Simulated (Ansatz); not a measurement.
# C62N (NV centre in diamond, charge 0, 64-site cell): the cost of one run

Program: Ansatz 0.2.0. Level of theory: DFT PBE, scalar-relativistic, plane waves, PAW. These are calculated values, not measurements.

**1. Starting point**

Symmetry: R3m, No. 160, trigonal system. The conventional cell has a = 10.097 Å, b = 10.097 Å, c = 12.367 Å, α = 90.00°, β = 90.00°, γ = 120.00°. N (site symmetry 3m) has 3 C at 1.55 Å as nearest neighbours. C (site symmetry m) has 3 C at 1.55 Å as nearest neighbours. Around C (site symmetry m) lie 4 C at 1.55 Å. C (site symmetry 1) has 4 C at 1.55 Å as nearest neighbours. C (site symmetry m) has 1 N at 1.55 Å and 3 C at 1.55 Å as nearest neighbours. Only part of the 19 independent sites is listed.

As a file:

```xyz
63
Lattice="7.1400 0.0000 0.0000 0.0000 7.1400 0.0000 0.0000 0.0000 7.1400" Properties=species:S:1:pos:R:3 pbc="T T T"
N     4.4625    4.4625    4.4625
C     4.4625    2.6775    2.6775
C     2.6775    4.4625    2.6775
C     2.6775    2.6775    4.4625
C     3.5700    1.7850    1.7850
C     3.5700    1.7850    5.3550
C     3.5700    5.3550    1.7850
C     3.5700    5.3550    5.3550
C     1.7850    3.5700    1.7850
C     1.7850    3.5700    5.3550
C     5.3550    3.5700    1.7850
C     5.3550    3.5700    5.3550
C     1.7850    1.7850    3.5700
C     1.7850    5.3550    3.5700
C     5.3550    1.7850    3.5700
C     5.3550    5.3550    3.5700
C     0.8925    4.4625    4.4625
C     4.4625    0.8925    4.4625
C     4.4625    4.4625    0.8925
C     0.8925    2.6775    2.6775
C     4.4625    2.6775    6.2475
C     4.4625    6.2475    2.6775
C     2.6775    0.8925    2.6775
C     2.6775    4.4625    6.2475
C     6.2475    4.4625    2.6775
C     2.6775    2.6775    0.8925
C     2.6775    6.2475    4.4625
C     6.2475    2.6775    4.4625
C     0.0000    3.5700    3.5700
C     3.5700    0.0000    3.5700
C     3.5700    3.5700    0.0000
C     0.8925    0.8925    4.4625
C     0.8925    4.4625    0.8925
C     4.4625    0.8925    0.8925
C     0.8925    2.6775    6.2475
C     0.8925    6.2475    2.6775
C     4.4625    6.2475    6.2475
C     2.6775    0.8925    6.2475
C     6.2475    0.8925    2.6775
C     6.2475    4.4625    6.2475
C     2.6775    6.2475    0.8925
C     6.2475    2.6775    0.8925
C     6.2475    6.2475    4.4625
C     0.0000    1.7850    1.7850
C     0.0000    1.7850    5.3550
C     0.0000    5.3550    1.7850
C     0.0000    5.3550    5.3550
C     1.7850    0.0000    1.7850
C     1.7850    0.0000    5.3550
C     5.3550    0.0000    1.7850
C     5.3550    0.0000    5.3550
C     1.7850    1.7850    0.0000
C     1.7850    5.3550    0.0000
C     5.3550    1.7850    0.0000
C     5.3550    5.3550    0.0000
C     0.8925    0.8925    0.8925
C     0.8925    6.2475    6.2475
C     6.2475    0.8925    6.2475
C     6.2475    6.2475    0.8925
C     0.0000    0.0000    3.5700
C     0.0000    3.5700    0.0000
C     3.5700    0.0000    0.0000
C     0.0000    0.0000    0.0000
```

**2. Ground state, relaxed**

input.yaml reads:

```yaml
crystal:
  lattice:
    - [7.14, 0.0, 0.0]
    - [0.0, 7.14, 0.0]
    - [0.0, 0.0, 7.14]
  atoms:
    - { symbol: "N", position: [0.625, 0.625, 0.625] }
    - { symbol: C, position: [0.625, 0.375, 0.375], spin: 0.333333 }
    - { symbol: C, position: [0.375, 0.625, 0.375], spin: 0.333333 }
    - { symbol: C, position: [0.375, 0.375, 0.625], spin: 0.333334 }
    - { symbol: C, position: [0.5, 0.25, 0.25] }
    - { symbol: C, position: [0.5, 0.25, 0.75] }
    - { symbol: C, position: [0.5, 0.75, 0.25] }
    - { symbol: C, position: [0.5, 0.75, 0.75] }
    - { symbol: C, position: [0.25, 0.5, 0.25] }
    - { symbol: C, position: [0.25, 0.5, 0.75] }
    - { symbol: C, position: [0.75, 0.5, 0.25] }
    - { symbol: C, position: [0.75, 0.5, 0.75] }
    - { symbol: C, position: [0.25, 0.25, 0.5] }
    - { symbol: C, position: [0.25, 0.75, 0.5] }
    - { symbol: C, position: [0.75, 0.25, 0.5] }
    - { symbol: C, position: [0.75, 0.75, 0.5] }
    - { symbol: C, position: [0.125, 0.625, 0.625] }
    - { symbol: C, position: [0.625, 0.125, 0.625] }
    - { symbol: C, position: [0.625, 0.625, 0.125] }
    - { symbol: C, position: [0.125, 0.375, 0.375] }
    - { symbol: C, position: [0.625, 0.375, 0.875] }
    - { symbol: C, position: [0.625, 0.875, 0.375] }
    - { symbol: C, position: [0.375, 0.125, 0.375] }
    - { symbol: C, position: [0.375, 0.625, 0.875] }
    - { symbol: C, position: [0.875, 0.625, 0.375] }
    - { symbol: C, position: [0.375, 0.375, 0.125] }
    - { symbol: C, position: [0.375, 0.875, 0.625] }
    - { symbol: C, position: [0.875, 0.375, 0.625] }
    - { symbol: C, position: [0.0, 0.5, 0.5] }
    - { symbol: C, position: [0.5, 0.0, 0.5] }
    - { symbol: C, position: [0.5, 0.5, 0.0] }
    - { symbol: C, position: [0.125, 0.125, 0.625] }
    - { symbol: C, position: [0.125, 0.625, 0.125] }
    - { symbol: C, position: [0.625, 0.125, 0.125] }
    - { symbol: C, position: [0.125, 0.375, 0.875] }
    - { symbol: C, position: [0.125, 0.875, 0.375] }
    - { symbol: C, position: [0.625, 0.875, 0.875] }
    - { symbol: C, position: [0.375, 0.125, 0.875] }
    - { symbol: C, position: [0.875, 0.125, 0.375] }
    - { symbol: C, position: [0.875, 0.625, 0.875] }
    - { symbol: C, position: [0.375, 0.875, 0.125] }
    - { symbol: C, position: [0.875, 0.375, 0.125] }
    - { symbol: C, position: [0.875, 0.875, 0.625] }
    - { symbol: C, position: [0.0, 0.25, 0.25] }
    - { symbol: C, position: [0.0, 0.25, 0.75] }
    - { symbol: C, position: [0.0, 0.75, 0.25] }
    - { symbol: C, position: [0.0, 0.75, 0.75] }
    - { symbol: C, position: [0.25, 0.0, 0.25] }
    - { symbol: C, position: [0.25, 0.0, 0.75] }
    - { symbol: C, position: [0.75, 0.0, 0.25] }
    - { symbol: C, position: [0.75, 0.0, 0.75] }
    - { symbol: C, position: [0.25, 0.25, 0.0] }
    - { symbol: C, position: [0.25, 0.75, 0.0] }
    - { symbol: C, position: [0.75, 0.25, 0.0] }
    - { symbol: C, position: [0.75, 0.75, 0.0] }
    - { symbol: C, position: [0.125, 0.125, 0.125] }
    - { symbol: C, position: [0.125, 0.875, 0.875] }
    - { symbol: C, position: [0.875, 0.125, 0.875] }
    - { symbol: C, position: [0.875, 0.875, 0.125] }
    - { symbol: C, position: [0.0, 0.0, 0.5] }
    - { symbol: C, position: [0.0, 0.5, 0.0] }
    - { symbol: C, position: [0.5, 0.0, 0.0] }
    - { symbol: C, position: [0.0, 0.0, 0.0] }
magnetization:
  spin_polarized: true
scf:
  occupations:
    method: explicit
    values: { up: [[1, 0.5, 0.5]], down: [[1, 0, 0]] }
  n_extra_bands: 6
output:
  forces: true
  stress: false
  eigenvalues: true
kpoints:
  mp_grid: { grid: [1, 1, 1] }
hamiltonian:
  xc: pbe
relax:
  f_tol: 0.02
  max_steps: 60
```

Run with:

```sh
ansatz run input.yaml --threads 4 --pin off --max-ram 8192MiB --backend cpu --events-out ev --progress --plain --runs-dir out
```

**Question.** How long does this run take on 4 threads of Arm Neoverse N1, shared host, and how much memory does it need?

About 25 s, with a peak of 0.66 GiB.
